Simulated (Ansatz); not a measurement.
Here is an Ansatz 0.2.0 calculation.

Contents of input.yaml:

```yaml
crystal:
  lattice:
    - [2.5039917043, 0.0, 0.0]
    - [-1.2519958521, 2.1685204268, 0.0]
    - [0.0, 0.0, 21.6612]
  atoms:
    - { symbol: B, position: [0.3333333333, 0.6666666666, 0.3462412055] }
    - { symbol: "N", position: [0.6666666667, 0.3333333334, 0.3462412055] }
    - { symbol: B, position: [0.6666666667, 0.3333333334, 0.5] }
    - { symbol: "N", position: [0.3333333333, 0.6666666666, 0.5] }
    - { symbol: B, position: [0.3333333333, 0.6666666666, 0.6537587945] }
    - { symbol: "N", position: [0.6666666667, 0.3333333334, 0.6537587945] }
hamiltonian:
  xc: pbe
  pseudopotentials: { kind: paw }
kpoints:
  mp_grid: { grid: [12, 12, 1] }
scf:
  occupations: { method: fermi_dirac, width: 0.05 }
output:
  forces: true
  eigenvalues: true
efield:
  axis: 3
  dipole_correction: true
  ramp_width: 0.04
```

Potentials or basis: Ansatz PAW.

Launch:

```bash
$ ansatz run input.yaml --threads 4 --pin off --max-ram 11264MiB --backend cpu --events-out ev --progress --plain --runs-dir out
```

Predict the work function of the upper face.

3.64 eV.

Predict the work function of the lower face.

3.64 eV.

Forces in eV/Å, atoms in the order of the input:
```
B    0.000  0.000 -0.030
N    0.000  0.000 -0.066
B    0.000  0.000  0.000
N    0.000  0.000  0.000
B    0.000  0.000  0.030
N    0.000  0.000  0.066
```
